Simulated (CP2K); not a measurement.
The system is PbO.

```
Pb O
1.0
     5.87600    0.00000    0.00000
     0.00000    5.47600    0.00000
     0.00000    0.00000    4.74300
Pb O
4 4
Cartesian
  4.5186 2.8147 1.1858
  1.3574 2.6613 3.5573
  4.5186 5.3993 3.5573
  1.3574 0.0767 1.1858
  0.7756 3.1870 1.1858
  5.1004 2.2890 3.5573
  0.7756 5.0270 3.5573
  5.1004 0.4490 1.1858
```

Base run:

| Property | Result |
| --- | --- |
| Program | CP2K 2026.2 |
| Functional | PW91 |
| Potentials or basis | POTENTIAL_UZH Pb GTH-PBE-q4, O GTH-PBE-q6; DZVP-MOLOPT-PBE-GTH basis |
| Density cutoff | 11565 eV |
| k mesh | 4 × 4 × 5 |
| Occupations | fermi-dirac, width 0.05 eV |
| Spin | no spin polarisation |

Its results: band gap on the k mesh 1.99 eV, indirect (least direct gap 2.27 eV); pressure 4.4 GPa; largest force 1.106 eV/Å.

Task: The run is repeated on the same cell with these changes: functional from PW91 to LDA. What comes out?

Result: Band gap on the k mesh 1.91 eV, indirect (least direct gap 2.21 eV); pressure 2.4 GPa; largest force 1.143 eV/Å.

LDA binds more tightly than PW91, so the same cell stands under less pressure.

Caveats: the potentials were made for another functional, which shifts forces and pressure; spin-orbit coupling is left out, which as a rule narrows the gap of such compounds by several tenths of an eV; an odd mesh through Γ misses points on the zone boundary, where band edges often lie; the cell's inner coordinates are idealised or old, which leaves forces on the atoms; the basis of atomic orbitals isn't converged, which shifts pressures, moduli and gaps.
